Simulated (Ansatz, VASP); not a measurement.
This is a calculation of Mg for VASP 6.6.1.

File INCAR:

```
PREC = Accurate
ENCUT = 600
EDIFF = 1E-6
ISMEAR = -1
SIGMA = 0.05
LREAL = False
LASPH = True
NELM = 60
ALGO = Normal
ISIF = 3
LWAVE = False
LCHARG = False
GGA = B5
ALDAX = 1.0
AGGAX = 1.0
AGGAC = 1.0
ALDAC = 0.0
IVDW = 12
VDW_S6 = 1.0
VDW_S8 = 2.6996
VDW_A1 = 0.4298
VDW_A2 = 4.2359
IBRION = 2
NSW = 40
EDIFFG = -0.01
```

KPOINTS

```
regular mesh
0
Gamma
  10 10 5
```

The input POSCAR:

```
Mg
1.0
    3.2093000000      0.0000000000      0.0000000000
   -1.6046500000      2.7793353284      0.0000000000
    0.0000000000      0.0000000000      5.2103000000
Mg
2
Direct
    0.6666666667      0.3333333333      0.7500000000
    0.3333333333      0.6666666667      0.2500000000
```

Potentials or basis: VASP PAW PBE potentials, release 64 (Mg).

The run is started by

```bash
$ cat potpaw_PBE.64/Mg/POTCAR > POTCAR
$ mpirun -np 1 vasp_std > vasp.out
```

**Question.** Translate it to Ansatz 0.2.0. Potentials there: Ansatz PAW.

**Answer.** As run (the cutoff follows the program's own potentials):

File input.yaml:

```yaml
crystal:
  lattice:
    - [3.2093, 0.0, 0.0]
    - [-1.60465, 2.7793353284, 0.0]
    - [0.0, 0.0, 5.2103]
  atoms:
    - { symbol: Mg, position: [0.6666666667, 0.3333333333, 0.75] }
    - { symbol: Mg, position: [0.3333333333, 0.6666666667, 0.25] }
hamiltonian:
  xc: blyp
  pseudopotentials: { kind: paw }
  dispersion: d3bj
kpoints:
  mp_grid: { grid: [10, 10, 5] }
scf:
  occupations: { method: fermi_dirac, width: 0.05 }
output:
  forces: true
  stress: true
  eigenvalues: true
relax:
  f_tol: 0.01
  max_steps: 40
  cell: { stress_tol: 0.05 }
```

Potentials or basis: Ansatz PAW.

Run with:

```sh
$ ansatz run input.yaml --threads 2 --pin off --max-ram 5632MiB --backend cpu --events-out ev --progress --plain --runs-dir out
```

Both were run:

|  | VASP | Ansatz | Ansatz less VASP |
| --- | --- | --- | --- |
| gap on the k mesh at the Fermi level, each at its own relaxed structure (eV) | none | none | - |
| relaxed volume (Å³/atom) | 20.55 | 20.57 | +0.012 |
| relaxed cell length with the largest relative difference (Å) | 5.101 | 5.103 | +0.0018 |
| energy change over the relaxation (meV/atom) | -40 | -39 | +0.4 |

A gap of «none» marks a metal or a gap that the smearing closes. The two sets of potentials don't hold the same shells in valence.

Caveats: pairwise dispersion overbinds metals, which lowers pressure and volume; the PAW data sets were made with another functional, which shifts forces and pressure a little (VASP); the volume moved by -12 % from the deposited cell, more than functionals usually miss (VASP); the plane-wave basis is chosen anew once the cell has moved, so the energies of steps on either side of that aren't comparable (Ansatz); the volume moved by -11 % from the deposited cell, more than functionals usually miss (Ansatz); the PAW data sets come from PBE, with cores solved anew for the run's functional, which leaves a small shift of forces and pressure (Ansatz).
